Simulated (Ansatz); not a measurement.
# C: the cost of one run

Computed with Ansatz 0.2.0 (DFT PBE, scalar-relativistic, plane waves, PAW, unless a step's input says otherwise).

## 1. The starting structure

The structure is orthorhombic, space group Pmmn (No. 59). Conventional cell: a = 2.067 Å, b = 2.242 Å, c = 2.826 Å, α = 90.00°, β = 90.00°, γ = 90.00°. C (site symmetry mm2) has 4 C at 1.75 Å in its first shell of neighbours.

As a file:

```xyz
2
Lattice="2.0665 0.0000 0.0000 0.0000 2.2422 0.0000 0.0000 0.0000 2.8255" Properties=species:S:1:pos:R:3 pbc="T T T"
C     0.0000    1.1211    0.9825
C     1.0333    0.0000    1.8430
```

Recipe of the guess: random cell by space group and Wyckoff sites (Pmmn, No. 59). Its size is a rough estimate.

## 2. A first look at the guess

File input.yaml:

```yaml
crystal:
  lattice:
    - [2.0665087, 0.0, 0.0]
    - [0.0, 2.24219272, 0.0]
    - [0.0, 0.0, 2.82551919]
  atoms:
    - { symbol: C, position: [0.0, 0.5, 0.34772113] }
    - { symbol: C, position: [0.5, 0.0, 0.65227887] }
basis:
  ecutwfc: 420
kpoints:
  mp_grid: { grid: [8, 8, 6] }
hamiltonian:
  xc: pbe
scf:
  occupations: { method: gaussian, width: 0.1 }
  lower_state_search: "off"
output:
  forces: true
  stress: true
  eigenvalues: true
```

Launch:

```
ansatz run input.yaml --threads 1 --pin off --max-ram 2560MiB --backend cpu --events-out ev --progress --plain --runs-dir out
```

What time and memory should one allow on 1 thread of Intel Xeon at 2.50GHz (Skylake/Cascade Lake), shared host?

About 2.2 s, with a peak of 0.28 GiB.
